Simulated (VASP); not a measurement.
Crystal: KBr.

```
CELL_PARAMETERS angstrom
0.00000 3.30000 3.30000
3.30000 0.00000 3.30000
3.30000 3.30000 0.00000
ATOMIC_POSITIONS crystal
Br 0.50000 0.50000 0.50000
K 0.00000 0.00000 0.00000
```

Base run:

```yaml
Program: VASP 6.6.1
Functional: PBEsol
Potentials_or_basis: VASP PAW PBE potentials, release 64 (Br, K_sv)
Cutoff: 520 eV
k_mesh: 7 × 7 × 7
Occupations: gaussian, width 0.1 eV
Spin: no spin polarisation
```

Its results: band gap on the k mesh 4.28 eV, direct; pressure -0.3 GPa.

Q: The run is repeated on the same cell with these changes: functional from PBEsol to RPBE; occupations from gaussian, width 0.1 eV to gaussian, width 0.05 eV. What comes out?

A: Band gap on the k mesh 4.77 eV, direct; pressure 2.2 GPa.

Caveats: the PAW data sets were made with another functional, which shifts forces and pressure a little; an odd mesh through Γ misses points on the zone boundary, where band edges often lie.

Not every run made on this cell is shown here.
